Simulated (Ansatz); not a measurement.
**Cd: pressure against volume**

Cd, Im-3m, a = 3.600 Å. This isn't the element's structure at ambient conditions. Ansatz: PBE, PAW, 420 eV, Γ-centred 16×16×16 mesh on 1 atom, Gaussian smearing 0.10 eV; no spin polarisation. Symmetry fixes shape and atoms, so the cell is only scaled; pressure is positive in compression.

| V (Å³/atom) | P (GPa) |
| --- | --- |
| 20.528 | ? |
| 21.228 | 4.85 |
| 21.928 | 2.90 |
| 22.628 | 1.31 |
| 23.328 | 0.00 |
| 24.027 | -1.05 |
| 24.727 | -1.87 |
| 25.660 | -2.65 |

Q: Take V0 = 23.328 Å³/atom, fit the third-order Birch–Murnaghan form to the other rows, and predict the missing pressure.

A: With the Eulerian strain f = ½[(V0/V)^(2/3) − 1] and y = P/[3f(1 + 2f)^(5/2)], the form is the line y = B0 + 1.5 B0 (B0′ − 4) f. Rows (f, y): 0.03245, 42.6; 0.02106, 41.4; 0.01026, 40.5; -0.00975, 37.7; -0.01904, 36.1; -0.03077, 33.6. Means f = 0.0007017, y = 38.650; Σ(Δf)² = 0.003003, ΣΔfΔy = 0.4183; the slope is their ratio. y = 38.55 + 139.3 f GPa, so B0 = 38.5 GPa and B0′ = 4 + 2 × (139.3)/(3 × 38.55) = 6.41. At V = 20.528, f = 0.04449, y = 44.75 and P = 7.39 GPa. The run gave 7.27 GPa, so the fit is 0.12 GPa too high, 1.2 % of the span of the series, against an rms of 0.03 GPa on the fitted rows. The row lies outside the fitted range. A fourth-order term fitted to the same rows gives P = 7.12 GPa at this row's volume (the line 7.39, the run 7.27), no gain.

Cost: 8 runs of about 0.37 core-minutes in all, on Arm Neoverse V2 (shared hosts).